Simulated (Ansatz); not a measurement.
ZnS: moving S off its site

ZnS, F-43m, a = 5.409 Å (as given, not relaxed at this level: -4.7 GPa). The compound has several low-lying forms, and this is one of them. Ansatz: LDA, PAW, 420 eV, Γ-centred 10×10×10 mesh on 2 atoms, Gaussian smearing 0.05 eV; no spin polarisation.

```yaml
crystal:
  lattice:
    - [0.00000, 2.70465, 2.70465]
    - [2.70465, 0.00000, 2.70465]
    - [2.70465, 2.70465, 0.00000]
  atoms:
    - { symbol: Zn, position: [0.00000, 0.00000, 0.00000] }
    - { symbol: S, position: [0.75000, 0.75000, 0.75000] }
```

Atom 2 (S) moves by x along the unit vector (0.000, -0.707, -0.707), with its periodic images; all else is held. y is the free energy of the cell over the start, F the force along the path summed over the moved atoms. Symmetry makes y even in x.

```
  x (Å) y (meV) F (eV/Å)
-0.1000    27.00      0.54
-0.0500     6.70      0.27
 0.0000     0.00      0.00
 0.0250     1.67     -0.13
 0.0625    10.49     -0.34
 0.0750        ?         ?
 0.0875    20.63     -0.47
```

Q: Fit y = c2 x² + c4 x⁴ to the energies of the other rows, give the force constant, and predict energy and force of the missing row.

A: Least squares on the rows shown. y = 2675.2 x² + 2494.8 x⁴. The force constant is 2 c2 = 5.35 eV/Å², for the cell as given, at -4.7 GPa (for all images moving together, not for a lone atom). With two atoms in a cubic cell this is the optical mode at Γ without the LO field: ω = 521.5 √(2 c2/μ) = 260 cm⁻¹ for μ = 21.51 u. The force −dy/dx at the missing row is -0.41 eV/Å (computed -0.41). At x = 0.0750 the fit asked for gives 15.13 meV. The run gave 15.13 meV, the same to the digits shown.